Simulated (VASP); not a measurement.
# HfO2: single point with LDA

Crystal: HfO2.

```
Hf O
1.0
     3.55802    0.00000    0.00000
     0.00000    3.55802    0.00000
     0.00000    0.00000    5.17186
Hf O
2 4
Direct
  0.00000 0.00000 0.00000
  0.50000 0.50000 0.50000
  0.00000 0.50000 0.19721
  0.50000 0.00000 0.30279
  0.50000 0.00000 0.80279
  0.00000 0.50000 0.69721
```

Measurements of this composition are mostly on another form, of space group No. 14.

```yaml
Program: VASP 6.6.1
Task: single point
Functional: LDA
Potentials_or_basis: VASP PAW LDA potentials, release 64 (Hf_pv, O_s)
Cutoff: 900 eV
k_mesh: 9 × 9 × 7
Occupations: gaussian, width 0.05 eV
Spin: no spin polarisation
```

The pressure is -7.2 GPa, the largest force is 0.011 eV/Å and the band gap on the k mesh is 4.55 eV, indirect (least direct gap 4.64 eV).

Forces in eV/Å, atoms in the order of the input:
```
Hf   0.000  0.000  0.000
Hf   0.000  0.000  0.000
O    0.000  0.000  0.011
O    0.000  0.000 -0.011
O    0.000  0.000 -0.011
O    0.000  0.000  0.011
```

Stress tensor (GPa, compression positive):
```
-7.01  0.00  0.00
 0.00 -7.01  0.00
 0.00  0.00 -7.60
```

Levels at points of the mesh, in eV from the valence-band top:
```csv
k point,band 20,band 21,band 22,band 23,band 24,band 25
"(0.00, 0.00, 0.00)",-0.12,-0.08,-0.08,4.55,4.58,5.86
```

It took 2.4 min on 1 thread of AMD EPYC 9R45 (Zen 5), on a shared host, peak memory 0.33 GiB.

Caveat: spin-orbit coupling is left out, which moves the levels of the heavy elements; an odd mesh through Γ misses points on the zone boundary, where band edges often lie.
